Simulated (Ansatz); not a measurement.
# BaS: energy against volume in PBE, exact exchange and the RPA

The task here is to estimate one member of a computed series from the others.

Code: Ansatz 0.2.0. PBE orbitals, norm-conserving pseudopotentials, plane waves. Computed at 0 K without zero-point motion; spin polarisation is off.

### The structure to begin with

The cell was relaxed beforehand with r2SCAN; volume changes: +0 %, -5 %, +5 %, -10 %, +10 %.

The symmetry is Fm-3m (No. 225, cubic); a = 6.424 Å in the conventional setting, 33.14 Å³ an atom. Ba has 6 S at 3.21 Å; S has 6 Ba at 3.21 Å.

Structure file:

```cif
data_structure
_symmetry_space_group_name_H-M 'P 1'
_symmetry_Int_Tables_number 1
_cell_length_a 4.5423
_cell_length_b 4.5423
_cell_length_c 4.5423
_cell_angle_alpha 60.000
_cell_angle_beta 60.000
_cell_angle_gamma 60.000
_cell_volume 66.27
loop_
_atom_site_label
_atom_site_type_symbol
_atom_site_fract_x
_atom_site_fract_y
_atom_site_fract_z
_atom_site_occupancy
Ba1 Ba 0.00000 0.00000 0.00000 1
S1 S 0.50000 0.50000 0.50000 1
```

Set-up of the first run:

Input file input.yaml:

```yaml
crystal:
  lattice:
    - [0.0, 3.2119099264, 3.2119099264]
    - [3.2119099264, 0.0, 3.2119099264]
    - [3.2119099264, 3.2119099264, 0.0]
  atoms:
    - { symbol: Ba, position: [0.0, 0.0, 0.0] }
    - { symbol: S, position: [0.5, 0.5, 0.5] }
kpoints:
  mp_grid: { grid: [4, 4, 4] }
hamiltonian:
  xc: pbe
  pseudopotentials: { kind: nc }
scf:
  occupations: { method: fixed }
output:
  rpa_energy:
    ecut_chi_ladder: [254, 285, 316, 350, 385]
    long_wavelength: optical_limit
basis:
  ecutwfc: 770.0
```

Steps of the session up to this table: The unscaled cell; Volume -5 %; Volume +5 %; Volume -10 %; Volume +10 %.

One table of the session follows, with a row left open; its other results are not shown here.

It belongs to the step «The three curves». Energies in meV/atom from the unscaled cell:

```
volume (Å³/atom)   PBE  exact exchange  EXX+RPA  RPA correlation
          29.822  54.9           156.6     18.8           -137.9
          31.478     ?               ?        ?                ?
          33.135   0.0             0.0      0.0              0.0
          34.792   9.0           -29.2     26.6             55.8
          36.449  34.7           -35.0     68.9            104.0
```

Estimate the missing values for volume (Å³/atom) = 31.478.

Worked estimate for «PBE». A straight line through the neighbours (29.822, 54.9) and (33.135, 0.0) gives 54.9 + (0.0 − 54.9) × (31.478 − 29.822) / (33.135 − 29.822) = 27.5; a parabola fitted to 3 rows on both sides gives 15.3.

As computed: PBE: 13.0; exact exchange: 59.0; EXX+RPA: -4.5; RPA correlation: -63.6. In «PBE» the line misses by +14.5 and the parabola by +2.3.
